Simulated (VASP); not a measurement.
# CdS (Hawleyite) (F-43m) in VASP: further runs

Runs on CdS (Hawleyite). Level: LDA. Tasks: single point, relaxation of cell and atoms.

All numbers are computed with VASP 6.6.1; they aren't measurements. Logs are shortened: lines on timing, memory, paths and dates and some standing lists are left out, and cuts for length are marked.

## 1. Starting point

Symmetry: F-43m, No. 216, cubic system. The conventional cell has a = 5.757 Å, b = 5.757 Å, c = 5.757 Å, α = 90.00°, β = 90.00°, γ = 90.00°. Cd (site symmetry -43m) is surrounded by 4 S at 2.49 Å. Around S (site symmetry -43m) lie 4 Cd at 2.49 Å.

## 2. Single point, LDA

File INCAR:

```
SYSTEM = CdS
PREC = Accurate
ENCUT = 520
EDIFF = 1E-7
ISMEAR = 0
SIGMA = 0.02
LREAL = .False.
LASPH = .True.
NELM = 100
ALGO = Fast
ISIF = 2
LWAVE = .False.
LCHARG = .False.
GGA = CA
NBANDS = 16
```

File KPOINTS:

```
regular mesh
0
Gamma
  8 8 8
  0 0 0
```

File POSCAR:

```
CdS
1.0
    0.0000000000      2.8782537480      2.8782537480
    2.8782537480      0.0000000000      2.8782537480
    2.8782537480      2.8782537480      0.0000000000
Cd S
1 1
Direct
    0.0000000000      0.0000000000      0.0000000000
    0.2500000000      0.2500000000      0.2500000000
```

Potentials or basis: VASP PAW LDA potentials, release 64 (Cd, S).

Started as:

```bash
> cat potpaw_LDA.64/Cd/POTCAR potpaw_LDA.64/S/POTCAR > POTCAR
> mpirun -np 1 vasp_std > vasp.out
```

OUTCAR:

```text
SYSTEM = CdS
   PREC = Accurate
   ENCUT = 520
   EDIFF = 1E-7
   ISMEAR = 0
   LREAL = .False.
   LASPH = .True.
   NELM = 100
   ISIF = 2
   GGA = CA

 ion  position               nearest neighbor table
   1  0.000  0.000  0.000-   2 2.49   2 2.49   2 2.49   2 2.49
   2  0.250  0.250  0.250-   1 2.49   1 2.49   1 2.49   1 2.49

  LATTYP: Found a face centered cubic cell.
 ALAT       =     5.7565074960

  Lattice vectors:

 A1 = (   0.0000000000,   2.8782537480,   2.8782537480)
 A2 = (   2.8782537480,   0.0000000000,   2.8782537480)
 A3 = (   2.8782537480,   2.8782537480,   0.0000000000)

Analysis of symmetry for initial positions (statically):
=====================================================================
 Subroutine PRICEL returns:
 Original cell was already a primitive cell.

 Routine SETGRP: Setting up the symmetry group for a
 face centered cubic supercell.

 Subroutine GETGRP returns: Found 24 space group operations
 (whereof 24 operations were pure point group operations)
 out of a pool of 48 trial point group operations.

The static configuration has the point symmetry T_d .

Analysis of symmetry for dynamics (positions and initial velocities):
=====================================================================
 Subroutine PRICEL returns:
 Original cell was already a primitive cell.

 Routine SETGRP: Setting up the symmetry group for a
 face centered cubic supercell.

 Subroutine GETGRP returns: Found 24 space group operations
 (whereof 24 operations were pure point group operations)
 out of a pool of 48 trial point group operations.

The dynamic configuration has the point symmetry T_d .

 Subroutine INISYM returns: Found 24 space group operations
 (whereof 24 operations are pure point group operations),
 and found     1 'primitive' translations

----------------------------------------------------------------------------------------

                                     Primitive cell

  volume of cell :      47.6889

  direct lattice vectors                    reciprocal lattice vectors
     0.000000000  2.878253748  2.878253748    -0.173716442  0.173716442  0.173716442
     2.878253748  0.000000000  2.878253748     0.173716442 -0.173716442  0.173716442
     2.878253748  2.878253748  0.000000000     0.173716442  0.173716442 -0.173716442

  length of vectors
     4.070465486  4.070465486  4.070465486     0.300885703  0.300885703  0.300885703
[... 80 lines left out ...]
   NELM   =    100;   NELMIN=  2; NELMDL= -5     # of ELM steps
   EDIFF  = 0.1E-06   stopping-criterion for ELM
   LREAL  =      F    real-space projection
   EDIFFG = 0.1E-05   stopping-criterion for IOM
   NSW    =      0    number of steps for IOM
   IBRION =     -1    ionic relax: 0-MD 1-quasi-New 2-CG
   NFREE  =      0    steps in history (QN), initial steepest desc. (CG)
   ISIF   =      2    stress and relaxation
   ISYM   =      2    0-nonsym 1-usesym 2-fastsym
   POTIM  = 0.5000    time-step for ionic-motion
   TEBEG  =    0.0;   TEEND  =   0.0 temperature during run
   PSTRESS=    0.0 pullay stress
   NELECT =      18.0000    total number of electrons
   NUPDOWN=      -1.0000    fix difference up-down
   EMIN   =  10.00;   EMAX   =-10.00  energy-range for DOS
   EFERMI =   0.00;   METHOD = LEGACY
   ISMEAR =     0;   SIGMA  =   0.02  broadening in eV -4-tet -1-fermi 0-gaus
   EFERMI_NEDOS =   21; number of points for ismear=-14 and -15
   IALGO  =     68    algorithm
   IMIX   =      4    mixing-type and parameters
     AMIX     =   0.40;   BMIX     =  1.00
     AMIX_MAG =   1.60;   BMIX_MAG =  1.00
  volume/ion in A,a.u.               =      23.84       160.91
  Fermi-wavevector in a.u.,A,eV,Ry     =   1.183114  2.235761 19.044873  1.399759
  Thomas-Fermi vector in A             =   2.319355
   LORBIT       =      0    0 simple, 1 ext, 2 COOP (PROOUT), +10 PAW based schemes
   GGA     = CA    functional components
   LHFCALC =     F    Hartree Fock is set to
   AEXX    =    0.0000 exact exchange contribution
   IVDW    =     0    specifies the selected vdW correction
   LEPSILON=     F    determine dielectric tensor
   LRPA    =     F    only Hartree local field effects (RPA)
 non-spin polarized calculation
 RMM-DIIS sequential band-by-band and
 Gauss-broadening in eV      SIGMA  =   0.02
  energy-cutoff  :      520.00
  volume of cell :       47.69
 maximum number of plane-waves:      1304
   NGX = 15   NGY = 15   NGZ = 15

 number of electron      18.0000008 magnetization

 Free energy of the ion-electron system (eV)
  ---------------------------------------------------
  ext. energy  EPLUGINS =         0.00000000
  ---------------------------------------------------
  free energy    TOTEN  =        -7.40670516 eV

  energy without entropy =       -7.40670516  energy(sigma->0) =       -7.40670516

 E-fermi :   1.5879     XC(G=0):  -9.7671

 val. band max:        1.4831044168   @ k =   0.0000   0.0000   0.0000
 cond. band min:       2.4606697033   @ k =   0.0000   0.0000   0.0000
 fundamental gap:      0.9775652865
 Fermi energy:         1.5879493697

 k-point     1 :       0.0000    0.0000    0.0000
  band No.  band energies     occupation
      1     -11.1277      2.00000
      2      -6.4548      2.00000
      3      -6.4548      2.00000
      4      -6.4548      2.00000
      5      -5.9141      2.00000
      6      -5.9141      2.00000
[... 433 lines left out ...]
      3      -6.2294      2.00000
      4      -5.9485      2.00000
      5      -5.8849      2.00000
      6      -5.3615      2.00000
[... 8 lines left out ...]
     15      13.7123      0.00000
     16      14.6925      0.00000

 [... further k-points ...]

------------------------ aborting loop because EDIFF is reached ----------------------------------------

  FORCE on cell =-STRESS in cart. coord.  units (eV):
  Direction    XX          YY          ZZ          XY          YZ          ZX
  --------------------------------------------------------------------------------------
  -------------------------------------------------------------------------------------
  Total        0.1744016      0.1744016      0.1744016     -0.0000000     -0.0000000      0.0000000
  in kB        5.8592743      5.8592743      5.8592743     -0.0000000     -0.0000000      0.0000000
  external PRESSURE =       5.8592743 kB  Pullay stress =       0.0000000 kB

 VOLUME and BASIS-vectors are now :
 -----------------------------------------------------------------------------
  energy-cutoff  :      520.00
  volume of cell :       47.69
      direct lattice vectors                 reciprocal lattice vectors
     0.000000000  2.878253748  2.878253748    -0.173716442  0.173716442  0.173716442
     2.878253748  0.000000000  2.878253748     0.173716442 -0.173716442  0.173716442
     2.878253748  2.878253748  0.000000000     0.173716442  0.173716442 -0.173716442

 POSITION                                       TOTAL-FORCE (eV/Angst)
 -----------------------------------------------------------------------------------
      0.00000      0.00000      0.00000        -0.000000      0.000000     -0.000000
      1.43913      1.43913      1.43913         0.000000     -0.000000      0.000000
 -----------------------------------------------------------------------------------
    total drift:                               -0.000000     -0.000000     -0.000000

  FREE ENERGIE OF THE ION-ELECTRON SYSTEM (eV)
  ---------------------------------------------------
  free  energy   TOTEN  =        -7.4067051646 eV

  energy  without entropy=       -7.4067051646  energy(sigma->0) =       -7.40670516
```

stdout:

```text
POSCAR found type information on POSCAR CdS
 POSCAR found :  2 types and       2 ions
 scaLAPACK will be used
 LDA part: xc-table for (Slater(with rela. corr.)+CA(PZ))
 , standard interpolation
 POSCAR, INCAR and KPOINTS ok, starting setup
 FFT: planning ... GRIDC
 FFT: planning ... GRID_SOFT
 FFT: planning ... GRID
 WAVECAR not read
 entering main loop
```

Run time: 15 s. Hardware: 1 thread of Intel Xeon 6975P-C (Granite Rapids), shared host; peak memory 0.15 GiB.

What came out:

```
Free energy            : -7.4067 eV
Pressure               : 0.6 GPa
Band gap on the k mesh : 0.98 eV, direct
```

## 3. Relaxation of cell and atoms, LDA

This run uses another cell than the first one, of 24.81 Å³/atom, 1.040 times its volume.

File INCAR:

```
SYSTEM = CdS
PREC     = Accurate       ! precision mode
ENCUT    = 600            ! plane-wave cutoff, eV
EDIFF    = 1E-6           ! SCF threshold, eV
ISMEAR   = 0              ! smearing method
SIGMA    = 0.02           ! smearing width, eV
LREAL    = .FALSE.        ! projectors in reciprocal space
LASPH    = .TRUE.         ! aspherical terms in the spheres
NELM     = 100            ! most SCF steps
ALGO     = Normal         ! electronic algorithm
ISIF     = 3              ! what is computed and relaxed
LWAVE    = .FALSE.        ! write WAVECAR
LCHARG   = .FALSE.        ! write CHGCAR
GGA      = CA             ! functional
IBRION   = 2              ! ionic algorithm
NSW      = 100            ! ionic steps
EDIFFG   = -0.005         ! ionic threshold
```

File KPOINTS:

```
Automatic mesh
0
G
  8 8 8
  0 0 0
```

File POSCAR:

```
CdS
1.0
    0.0000000000      2.9165000000      2.9165000000
    2.9165000000      0.0000000000      2.9165000000
    2.9165000000      2.9165000000      0.0000000000
Cd S
1 1
Direct
    0.0000000000      0.0000000000      0.0000000000
    0.2500000000      0.2500000000      0.2500000000
```

Potentials or basis: VASP PAW LDA potentials, release 64 (Cd, S).

Started as:

```bash
> cat potpaw_LDA.64/Cd/POTCAR potpaw_LDA.64/S/POTCAR > POTCAR
> mpirun -np 1 vasp_std > vasp.out
```

Wall time 24 s (1 thread of Intel Xeon 6975P-C (Granite Rapids), shared host); peak memory 0.19 GiB.

The run converged. Its results:

* Free energy: -7.4079 eV
* Relaxed volume: 24.02 Å³/atom
* Relaxed cell: a = 4.081 Å, b = 4.081 Å, c = 4.081 Å, α = 60.00°, β = 60.00°, γ = 60.00°
* Space group after relaxing (to 0.05 Å): F-43m (No. 216)
* Energy gained by relaxing: 5.1 meV/atom
* Ionic steps: 3
* Pressure after relaxing: 0.0 GPa
* Band gap on the k mesh: 0.96 eV, direct

The path:
```csv
step,energy change (eV),largest force (eV/Å),pressure (GPa),volume (Å³)
1,0.0000,0.0000,-2.02,49.62
2,-0.0083,0.0000,0.91,47.41
3,-0.0102,0.0000,-0.02,48.04
```

Final structure:
```xyz
2
Lattice="0.0000 2.8854 2.8854 2.8854 0.0000 2.8854 2.8854 2.8854 0.0000" Properties=species:S:1:pos:R:3 pbc="T T T"
Cd    0.0000    0.0000    0.0000
S     1.4427    1.4427    1.4427
```

Levels at points of the mesh, in eV from the valence-band top:
```csv
k point,band 5,band 6,band 7,band 8,band 9,band 10,band 11,band 12,band 13
"(0.00, 0.00, 0.00)",-7.38,-7.38,0.00,0.00,0.00,0.96,6.35,6.35,6.35
"(0.50, 0.00, 0.00)",-7.33,-6.96,-4.72,-0.82,-0.82,2.83,6.84,6.84,7.32
"(0.50, 0.50, 0.00)",-7.28,-6.90,-4.20,-2.04,-2.04,3.25,4.20,9.10,10.74
```

LDA gaps usually lie below the measured ones, often by a third to a half. LDA usually gives volumes a few per cent too small.

## 4. Single point, LDA

This run uses another cell than the first one, of 24.81 Å³/atom, 1.040 times its volume.

File INCAR:

```
SYSTEM = CdS
PREC = Accurate
ENCUT = 520
EDIFF = 1E-7
ISMEAR = 0
SIGMA = 0.1
LREAL = .False.
LASPH = .True.
NELM = 100
ALGO = Normal
ISIF = 2
LWAVE = .False.
LCHARG = .False.
GGA = CA
NBANDS = 16
```

File KPOINTS:

```
Automatic mesh
0
Gamma
  6 6 6
  0 0 0
```

POSCAR is that of step 3.

Started as:

```bash
> cat potpaw_LDA.64/Cd/POTCAR potpaw_LDA.64/S/POTCAR > POTCAR
> mpirun -np 1 vasp_std > vasp.out
```

Wall time 6.6 s (1 thread of Intel Xeon 6975P-C (Granite Rapids), shared host); peak memory 0.15 GiB.

The run converged. Its results:

```yaml
Free_energy: -7.3950 eV
Pressure: -2.0 GPa
Band_gap_on_the_k_mesh: 0.89 eV, direct
```

Levels at points of the mesh, in eV from the valence-band top:
```tsv
k point	band 6	band 7	band 8	band 9	band 10	band 11	band 12	band 13
(0.00, 0.00, 0.00)	-7.30	0.00	0.00	0.00	0.89	6.36	6.36	6.36
(0.50, 0.00, 0.00)	-6.91	-4.52	-0.77	-0.77	2.78	6.84	6.84	7.22
(0.50, 0.50, 0.00)	-6.85	-4.06	-1.92	-1.92	3.31	4.17	8.95	10.54
```

## 5. The runs side by side

```csv
task,cell,k mesh,cutoff (eV),smearing,gap on the mesh (eV),pressure (GPa)
single point,"F-43m, 23.84 Å³/atom",8 × 8 × 8,520,gaussian 0.02 eV,0.98,0.6
relaxation of cell and atoms,relaxed,8 × 8 × 8,600,gaussian 0.02 eV,0.96,0.0
single point,"F-43m, 24.81 Å³/atom",6 × 6 × 6,520,gaussian 0.1 eV,0.89,-2.0
```

Alike in all rows: level LDA; potentials or basis VASP PAW LDA potentials, release 64 (Cd, S); no spin polarisation.

Absolute energies hang on the potentials; compare differences alone.
